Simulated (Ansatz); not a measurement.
# CdSe: the cost of one run

Code: Ansatz 0.2.0. PAW datasets, plane waves. Computed at 0 K without zero-point motion; spin polarisation is off.

**1. The system as given**

The unstrained cell was relaxed with r2SCAN; in each strained cell the atoms were relaxed again with r2SCAN. Names of k-points are those of the unstrained zone, where strain can split equivalent points. First state: no strain.

Space group P6_3mc (No. 186), hexagonal; a = 4.341 Å, c = 7.077 Å in the conventional setting, 28.87 Å³ an atom. Around Cd lie 4 Se at 2.66 Å; around Se lie 4 Cd at 2.66 Å.

Structure file:

```
Cd Se
1.0
     4.34072    0.00000    0.00000
    -2.17036    3.75918    0.00000
     0.00000    0.00000    7.07665
Cd Se
2 2
Direct
  0.33333 0.66667 0.99952
  0.66667 0.33333 0.49952
  0.33333 0.66667 0.37548
  0.66667 0.33333 0.87548
```

**2. No strain: PBE**

input.yaml reads:

```yaml
crystal:
  lattice:
    - [4.3407236653, 0.0, 0.0]
    - [-2.1703618326, 3.759176965, 0.0]
    - [0.0, 0.0, 7.0766459824]
  atoms:
    - { symbol: Cd, position: [0.3333333333, 0.6666666667, -0.0004760037] }
    - { symbol: Cd, position: [0.6666666667, 0.3333333333, 0.4995239963] }
    - { symbol: Se, position: [0.3333333333, 0.6666666667, 0.3754760037] }
    - { symbol: Se, position: [0.6666666667, 0.3333333333, 0.8754760037] }
kpoints:
  mp_grid: { grid: [12, 12, 4] }
  band_path:
    path:
      - [0.0, 0.0, 0.0]
      - [0.5, 0.0, 0.0]
      - [0.3333333333, 0.3333333333, 0.0]
      - [0.0, 0.0, 0.5]
      - [0.5, 0.0, 0.5]
      - [0.3333333333, 0.3333333333, 0.5]
    npoints: 1
hamiltonian:
  xc: pbe
scf:
  occupations: { method: fermi_dirac, width: 0.02 }
  n_extra_bands: 5
output:
  forces: true
  stress: true
  eigenvalues: true
  write_density: true
  write_potential: true
  elf: true
  volumetric_format: npy
```

Command:

```sh
$ ansatz run input.yaml --threads 2 --pin off --max-ram 29491MiB --backend cpu --events-out ev --progress --plain --runs-dir out
```

**Question.** How long does this run take on 2 threads of AMD EPYC 7R13 (Zen 3), shared host, and how much memory does it need?

About 11 s, with a peak of 0.62 GiB.
